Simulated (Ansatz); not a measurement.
CuI: changing the functional

Space group F-43m (No. 216). a = 6.063 Å, b = 6.063 Å, c = 6.063 Å, α = 90.00°, β = 90.00°, γ = 90.00°
```
atom  site  symmetry       x       y       z
   I    4a      -43m  0.0000  0.0000  0.0000
  Cu    4c      -43m  0.2500  0.2500  0.2500
```

Kept alike: task single point; k mesh 6 × 6 × 6; occupations fermi-dirac, width 0.05 eV; no spin polarisation. Program: Ansatz, PAW datasets made for the crystal. Cutoffs run from 220 to 290 eV. The mesh is that of the run's cell of 2 atoms. No spin-orbit coupling.

| run | band gap (eV) | pressure (GPa) |
| --- | --- | --- |
| A | 1.008 | -2.57 |
| B | 2.627 | 0.61 |
| C | 3.290 | 0.50 |
| D | 1.121 | 0.34 |

Pressure is positive in compression, with a Pulay correction for the finite cutoff. Spin-orbit coupling, left out here, moves the band edges of heavy atoms and can close or invert small gaps. A gap read on the mesh alone can miss an edge between its points.

Q: The runs differ in the functional (and the cutoff that goes with it) alone: HSE06; PBE; PBE0; PBEsol. Which run is which?

A: Run A is PBEsol; run B is HSE06; run C is PBE0; run D is PBE. The band gap runs from 1.008 (PBEsol) to 3.290 eV (PBE0). From PBE: HSE06 +1.506; PBE0 +2.169; PBEsol -0.113. The pressure runs from -2.57 (PBEsol) to 0.61 GPa (HSE06). From PBE: HSE06 +0.27; PBE0 +0.16; PBEsol -2.91. A positive pressure means that the functional's own cell is larger than the one given, a negative one that it is smaller.
